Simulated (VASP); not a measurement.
**GaSb: single point with PBE**

**Measured values to compare with.**

A printed reference work, data compilation reports, for a bulk crystal of GaSb at 4.2 K: band gap 0.811 eV (direct).

GaSb:

```
Sb Ga
1.0
     0.00000    2.99655    2.99655
     2.99655    0.00000    2.99655
     2.99655    2.99655    0.00000
Sb Ga
1 1
Direct
  0.75000 0.75000 0.75000
  0.00000 0.00000 0.00000
```

| Item | Value |
| --- | --- |
| Program | VASP 6.6.1 |
| Task | single point |
| Functional | PBE |
| Potentials or basis | VASP PAW PBE potentials, release 64 (Sb, Ga_d) |
| Cutoff | 520 eV |
| k mesh | 8 × 8 × 8 |
| Occupations | fermi-dirac, width 0.05 eV |
| Spin | no spin polarisation |

```json
{
  "Pressure": "6.4 GPa",
  "Band gap on the k mesh": "0.49 eV, direct"
}
```

Levels at points of the mesh, in eV from the valence-band top:
```tsv
k point	band 7	band 8	band 9	band 10	band 11	band 12
(0.00, 0.00, 0.00)	0.00	0.00	0.00	0.49	2.75	2.75
(0.50, 0.00, 0.00)	-6.69	-1.26	-1.26	0.54	3.74	3.74
(0.50, 0.50, 0.00)	-7.11	-2.80	-2.80	0.83	1.13	9.09
```

Wall time 14 s on 1 thread of AMD EPYC 9R45 (Zen 5), with other jobs on the host, peak memory 0.14 GiB.

A measured gap of GaSb is 0.811 eV (direct; 4.2 K; a printed reference work, data compilation); the calculated 0.49 eV misses it by -0.32 eV. Spin-orbit coupling on Ga, Sb is left out. The value is that of PBE on a finite k mesh, which can miss the band edges, without temperature or zero-point motion. Semilocal functionals fall short of measured gaps as a rule.

Caveat: spin-orbit coupling is left out, which moves the levels of the heavy elements.
